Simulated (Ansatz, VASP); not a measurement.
## One calculation of Nb, two programs

File INCAR:

```
SYSTEM = Nb
ALGO = Normal ; EDIFF = 1E-7
ENCUT = 520 ; GGA = PS
ISIF = 2 ; ISMEAR = -1
LASPH = .True. ; LCHARG = .False.
LREAL = .False. ; LWAVE = .False.
NBANDS = 12 ; NELM = 100
PREC = Accurate ; SIGMA = 0.05
```

File KPOINTS:

```
k-points
0
Gamma
  11 11 11
  0 0 0
```

File POSCAR:

```
Nb
1.0
   -0.0410340000      2.1933810000      2.1088490000
    2.0464000000      0.0498140000      2.0180000000
    2.1262530000      2.1823850000     -0.0300390000
Nb
1
Direct
    0.0300770000     -0.0039730000     -0.0002200000
```

The input input.yaml:

```yaml
crystal:
  lattice:
    - [-0.041034, 2.193381, 2.108849]
    - [2.0464, 0.049814, 2.018]
    - [2.126253, 2.182385, -0.030039]
  atoms:
    - { symbol: Nb, position: [0.030077, -0.003973, -0.00022] }
hamiltonian:
  xc: pbesol
  pseudopotentials: { kind: paw }
kpoints:
  mp_grid: { grid: [11, 11, 11] }
scf:
  occupations: { method: fermi_dirac, width: 0.05 }
output:
  forces: true
  stress: true
  eigenvalues: true
```

Change from the starting cell: cell strained at random at fixed volume.

Alike in both runs: task single point; functional PBEsol; k mesh 11 × 11 × 11; occupations fermi-dirac, width 0.05 eV; no spin polarisation.

|  | VASP | Ansatz |
| --- | --- | --- |
| version | VASP 6.6.1 | Ansatz 0.2.0 |
| potentials or method | VASP PAW PBE potentials, release 64 (Nb_sv) | Ansatz PAW |
| plane-wave cutoff (eV) | 520 | 420 |
| valence electrons in the cell | 13 | 13 |

```csv
,VASP,Ansatz,Ansatz less VASP
gap on the k mesh at the Fermi level (eV),none,none,-
pressure (GPa),-8.0,-7.8,+0.26
largest component of the traceless stress (GPa),4.64,4.65,+0.010
```

A gap of «none» marks a metal or a gap that the smearing closes.

Caveats: the PAW data sets were made with another functional, which shifts forces and pressure a little (VASP); the PAW data sets come from PBE, with cores solved anew for the run's functional, which leaves a small shift of forces and pressure (Ansatz).
